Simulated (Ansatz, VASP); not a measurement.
C in VASP and in Ansatz

File INCAR:

```
  ALGO = Normal
  EDIFF = 1E-6
  ENCUT = 520
  GGA = RE
  ISIF = 2
  ISMEAR = -1
  IVDW = 12
  LASPH = True
  LCHARG = False
  LREAL = False
  LWAVE = False
  NBANDS = 11
  NELM = 100
  PREC = Accurate
  SIGMA = 0.05
```

File KPOINTS:

```
k-points
0
Gamma
  13 13 13
```

The input POSCAR:

```
C
1.0
    0.0000000000      1.7951807415      1.7951807415
    1.7951807415      0.0000000000      1.7951807415
    1.7951807415      1.7951807415      0.0000000000
C
2
Direct
    0.7500000000      0.7500000000      0.7500000000
    0.5000000000      0.5000000000      0.5000000000
```

Contents of input.yaml:

```yaml
crystal:
  lattice:
    - [0.0, 1.7951807415, 1.7951807415]
    - [1.7951807415, 0.0, 1.7951807415]
    - [1.7951807415, 1.7951807415, 0.0]
  atoms:
    - { symbol: C, position: [0.75, 0.75, 0.75] }
    - { symbol: C, position: [0.5, 0.5, 0.5] }
hamiltonian:
  xc: revpbe
  pseudopotentials: { kind: paw }
  dispersion: d3bj
kpoints:
  mp_grid: { grid: [13, 13, 13] }
scf:
  occupations: { method: fermi_dirac, width: 0.05 }
output:
  forces: true
  stress: true
  eigenvalues: true
```

This isn't the form of C at room conditions, which is graphite.

Alike in both runs: task single point; functional revPBE; dispersion D3(BJ); k mesh 13 × 13 × 13; occupations fermi-dirac, width 0.05 eV; no spin polarisation.

|  | VASP | Ansatz |
| --- | --- | --- |
| version | VASP 6.6.1 | Ansatz 0.2.0 |
| potentials or method | VASP PAW PBE potentials, release 64 (C) | Ansatz PAW |
| plane-wave cutoff (eV) | 520 | 420 |
| valence electrons in the cell | 8 | 8 |

Ansatz gave:

| Property | Result |
| --- | --- |
| gap on the k mesh at the Fermi level (eV) | 4.10 |
| least direct gap on the mesh (eV) | 5.54 |
| pressure (GPa) | -12.6 |
| dispersion energy (meV/atom) | -388.0 |

Problem. What did VASP give for the same quantities?

Solution. gap on the k mesh at the Fermi level (eV): 4.09; least direct gap on the mesh (eV): 5.54; pressure (GPa): -12.1; dispersion energy (meV/atom): -388.0.

Caveats: the PAW data sets were made with another functional, which shifts forces and pressure a little (VASP); an odd mesh through Γ misses points on the zone boundary, where band edges often lie (VASP); odd divisions of the mesh miss points on the zone boundary, where band edges often lie, so the gap on the mesh can be too wide (Ansatz); the pressure holds a Pulay correction of +0.9 GPa for the finite cutoff (Ansatz); the PAW data sets come from PBE, with cores solved anew for the run's functional, which leaves a small shift of forces and pressure (Ansatz).
